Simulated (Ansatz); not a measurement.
Relaxed InN (wurtzite):

```xyz
4
Lattice="3.5805 0.0000 0.0000 -1.7903 3.1008 0.0000 0.0000 0.0000 5.7878" Properties=species:S:1:pos:R:3 pbc="T T T"
In     1.7903     1.0336     2.9053
In     0.0000     2.0672     0.0114
N      1.7903     1.0336     0.7132
N      0.0000     2.0672     3.6071
```

Computed with PBE (plane waves to 420 eV, PAW, scalar-relativistic; Ansatz, a quantum-chemistry and plane-wave program). k mesh 9×9×5 (Γ-centred), Fermi-Dirac smearing 0.05 eV. With partly filled bands, energies and forces of such displacements shift with the k mesh and the smearing. At this level the bands of InN touch or barely overlap; measurements give the solid a gap. InN was relaxed with its symmetry unable to fall.

One atom of the cell was then moved (with its periodic images), all else fixed, and the forces (eV/Å) came out as:

```csv
atom,Fx,Fy,Fz
In1,0.000,0.000,-0.218
In2,0.000,0.000,-0.333
N3,0.000,0.000,-0.301
N4,0.000,0.000,0.851
```

Problem. Which atom was moved, and by which vector (Å)?

Solution. N4, by (0.00, 0.00, -0.09), 0.09 Å in all.

(A displaced cell: forces are minus the slopes of the energy, force constants its curvatures, and phonons follow from these.)
